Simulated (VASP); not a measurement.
**BN (ae): single point with PBE**

**The experiment to reproduce.**

A printed reference work, monograph reports, for a bulk crystal of BN at 300 K: band gap 6.4 eV (indirect).

The system is BN (ae).

```xyz
2
Lattice="0.0000 1.8123 1.8123 1.8123 0.0000 1.8123 1.8123 1.8123 0.0000" Properties=species:S:1:pos:R:3 pbc="T T T"
B     0.0000    0.0000    0.0000
N     0.9061    0.9061    0.9061
```

```json
{
  "Program": "VASP 6.6.1",
  "Task": "single point",
  "Functional": "PBE",
  "Potentials or basis": "VASP PAW PBE potentials, release 64 (B, N)",
  "Cutoff": "600 eV",
  "k mesh": "12 × 12 × 12",
  "Occupations": "gaussian, width 0.02 eV",
  "Spin": "no spin polarisation"
}
```

- Pressure: 0.0 GPa
- Band gap on the k mesh: 4.45 eV, indirect (least direct gap 8.78 eV)

Levels at points of the mesh, in eV from the valence-band top:
| k point | band 2 | band 3 | band 4 | band 5 | band 6 | band 7 |
| --- | --- | --- | --- | --- | --- | --- |
| (0.00, 0.00, 0.00) | 0.00 | 0.00 | 0.00 | 8.78 | 8.78 | 8.78 |
| (0.50, 0.00, 0.00) | -10.62 | -1.93 | -1.93 | 10.04 | 10.66 | 10.66 |
| (0.50, 0.50, 0.00) | -8.86 | -4.86 | -4.86 | 4.45 | 9.19 | 17.80 |

Run time: 5.1 s on 1 thread of Intel(R) Xeon(R) 6975P-C (Granite Rapids) (shared host), peak memory 0.12 GiB.

A measured gap of BN is 6.4 eV (indirect; 300 K; a printed reference work, monograph); the calculated 4.45 eV misses it by -1.95 eV. The value is that of PBE on a finite k mesh, which can miss the band edges, without temperature or zero-point motion. Semilocal functionals fall short of measured gaps as a rule.
